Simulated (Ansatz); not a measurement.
Level of theory: DFT PBE, scalar-relativistic, plane waves, PAW (Ansatz 0.2.0). Settings: cutoff 420 eV, Γ-centred meshes spaced at most about 0.3 Å⁻¹ (2π included), Gaussian smearing. No spin polarisation.

These are static total energies at zero pressure.

Two relaxed structures of CdH₆:

1.

```
CELL_PARAMETERS angstrom
0.00000 3.01766 3.01766
3.01766 0.00000 3.01766
3.01766 3.01766 0.00000
ATOMIC_POSITIONS crystal
Cd 0.50000 0.50000 0.50000
H 0.08818 0.41182 0.41182
H 0.41182 0.08818 0.08818
H 0.08818 0.41182 0.08818
H 0.41182 0.08818 0.41182
H 0.08818 0.08818 0.41182
H 0.41182 0.41182 0.08818
```

2.

```
CELL_PARAMETERS angstrom
3.27150 1.88880 6.83929
-3.27150 1.88880 6.83929
0.00000 -3.77761 6.83929
ATOMIC_POSITIONS crystal
Cd 0.00000 0.00000 0.00000
H 0.45494 0.00831 0.98824
H 0.00831 0.98824 0.45494
H 0.98824 0.45494 0.00831
H 0.54506 0.99169 0.01176
H 0.99169 0.01176 0.54506
H 0.01176 0.54506 0.99169
```

Task: Which is lower in energy, and by how much?

Result: Cell 2 is lower, by 0.71 eV/atom. Cell 1 has space group F-43m (No. 216), 7.9 Å³/atom and a gap of 1.21 eV on its mesh; cell 2 has space group R-3 (No. 148), 36.2 Å³/atom and a gap of 3.55 eV. Counting H atoms around Cd (those within 1.25 times the shortest such distance or 1.15 times the sum of covalent radii, 1.27 where that leaves under three; a plus sign parts nearer from farther groups; the shortest distance is added where it exceeds 1.18 times the sum of covalent radii), cell 1 has Cd 12 and cell 2 has Cd 6+6 from 3.5 Å. Cell 2 holds H–H pairs as short as in free H₂ molecules (shortest 0.75 Å); in cell 1 the shortest H–H distance is 1.38 Å. Even the lower one lies +0.10 eV/atom against the reference forms of the elements (uncorrected), a margin that errors in the energy of the gaseous reference can exceed. In cell 1, Cd has 12 H at 2.20 Å; H is surrounded by 4 H at 1.38 Å, 1 H at 1.95 Å and 2 Cd at 2.20 Å. In cell 2, around Cd lie 6 H at 3.54 Å and 6 H at 4.28 Å (long against the sum of covalent radii); H has 1 H at 0.75 Å, 2 H at 2.99 Å, 2 H at 3.28 Å, 2 H at 3.41 Å, 1 Cd at 3.54 Å, 2 H at 3.56 Å and 1 Cd at 4.28 Å. Both come from invented guesses. Shaken at random and relaxed again, cell 2 came back. Checks on cell 2: imaginary modes at Γ (to 55i cm⁻¹).

Weakly bound directions are ill-defined at this level, which has no dispersion term (R-3), and this can change margins and order among such cells. Kohn–Sham gaps at this level usually fall short of measured ones. Cd atoms have no neighbour within bonding distance in R-3, so such a cell has in effect fallen apart. With hydrogen, zero-point motion can shift such differences by 10 meV/atom or more. Cells without such a test can be saddle points.
